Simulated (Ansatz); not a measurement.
## SiC: levels along high-symmetry lines

```xyz
2
Lattice="0.0000 2.0297 2.0297 2.0297 0.0000 2.0297 2.0297 2.0297 0.0000" Properties=species:S:1:pos:R:3 pbc="T T T"
Si    0.0000    0.0000    0.0000
C     2.0297    2.0297    2.0297
```

Atoms are numbered in the order listed.

The structure comes from a relaxation in the same program, started in the rocksalt type, and has space group Fm-3m. Whether it is a known phase or the ground state wasn't checked.

All numbers below come from DFT, PBE, all-electron LAPW, scalar-relativistic (Ansatz 0.2.0).

The runs use a Γ-centred 13×13×13 k mesh, Fermi–Dirac smearing of 0.05 eV, basis error target 0.25 meV/atom, no spin polarisation.

Points in fractions of the reciprocal vectors of this cell: Γ (0, 0, 0), X (0.5, 0, 0.5), U (0.625, 0.25, 0.625), K (0.375, 0.375, 0.75), L (0.5, 0.5, 0.5), W (0.5, 0.25, 0.75). The path joins them by straight lines in the order Γ–X–U–K–Γ–L–W–X; legs that retrace an earlier one aren't tabulated. Energies are in eV from the Fermi level.

Question: Metal or insulator at this level of theory?

Answer: No gap opens: metallic or semimetallic.

Question: Tabulate bands 5 to 11, counted from the lowest band of the run, along the path.

Answer: 
| k (1/Å) | point | band 5 | band 6 | band 7 | band 8 | band 9 | band 10 | band 11 |
| --- | --- | --- | --- | --- | --- | --- | --- | --- |
| 0.00 | Γ | -91.20 | -18.31 | 0.06 | 0.06 | 0.06 | 7.39 | 8.99 |
| 0.39 |  | -91.20 | -17.81 | -1.00 | -0.94 | -0.94 | 7.14 | 7.28 |
| 0.77 |  | -91.20 | -16.32 | -3.38 | -2.60 | -2.60 | 2.64 | 4.73 |
| 1.16 |  | -91.20 | -13.92 | -6.71 | -3.79 | -3.79 | -0.12 | 3.16 |
| 1.55 | X | -91.20 | -11.43 | -9.67 | -4.21 | -4.21 | -0.92 | 2.62 |
| 1.68 |  | -91.20 | -11.39 | -9.61 | -4.81 | -4.16 | -0.52 | 3.00 |
| 1.82 |  | -91.20 | -11.29 | -9.43 | -6.02 | -4.00 | 0.12 | 4.11 |
| 1.96 |  | -91.20 | -11.16 | -9.13 | -7.28 | -3.74 | 0.68 | 5.72 |
| 2.10 | U | -91.20 | -11.16 | -8.71 | -8.30 | -3.39 | 1.22 | 7.56 |
| 2.33 |  | -91.20 | -11.32 | -8.98 | -7.65 | -4.23 | 2.70 | 8.42 |
| 2.57 |  | -91.20 | -11.41 | -9.15 | -6.73 | -5.33 | 4.34 | 7.23 |
| 2.81 |  | -91.20 | -11.32 | -8.98 | -7.65 | -4.23 | 2.70 | 8.42 |
| 3.04 | K | -91.20 | -11.16 | -8.71 | -8.30 | -3.39 | 1.22 | 7.56 |
| 3.45 |  | -91.20 | -13.44 | -7.94 | -6.80 | -1.85 | 3.27 | 7.63 |
| 3.86 |  | -91.20 | -16.08 | -5.34 | -4.07 | -0.28 | 6.05 | 6.61 |
| 4.27 |  | -91.20 | -17.75 | -2.07 | -1.23 | 0.14 | 8.10 | 8.28 |
| 4.68 | Γ | -91.20 | -18.31 | 0.06 | 0.06 | 0.06 | 7.39 | 8.99 |
| 5.02 |  | -91.20 | -17.94 | -1.82 | -0.16 | -0.16 | 7.49 | 9.14 |
| 5.35 |  | -91.20 | -16.81 | -5.39 | -0.57 | -0.57 | 6.60 | 7.35 |
| 5.69 |  | -91.20 | -15.00 | -8.97 | -0.87 | -0.87 | 5.83 | 5.83 |
| 6.03 | L | -91.20 | -13.17 | -11.42 | -0.98 | -0.98 | 5.30 | 5.30 |
| 6.30 |  | -91.20 | -12.96 | -11.16 | -2.29 | -1.54 | 4.46 | 5.70 |
| 6.57 |  | -91.20 | -12.34 | -10.40 | -4.62 | -3.20 | 4.01 | 6.32 |
| 6.85 |  | -91.20 | -11.41 | -9.15 | -6.73 | -5.33 | 4.34 | 7.23 |
| 7.12 | W | -91.20 | -10.77 | -7.79 | -7.79 | -7.04 | 4.64 | 7.93 |
| 7.31 |  | -91.20 | -10.89 | -8.60 | -6.79 | -6.71 | 3.48 | 7.33 |
| 7.51 |  | -91.20 | -11.14 | -9.19 | -5.88 | -5.69 | 1.60 | 5.06 |
| 7.70 |  | -91.20 | -11.35 | -9.55 | -4.83 | -4.68 | -0.08 | 3.33 |
| 7.89 | X | -91.20 | -11.43 | -9.67 | -4.21 | -4.21 | -0.92 | 2.62 |
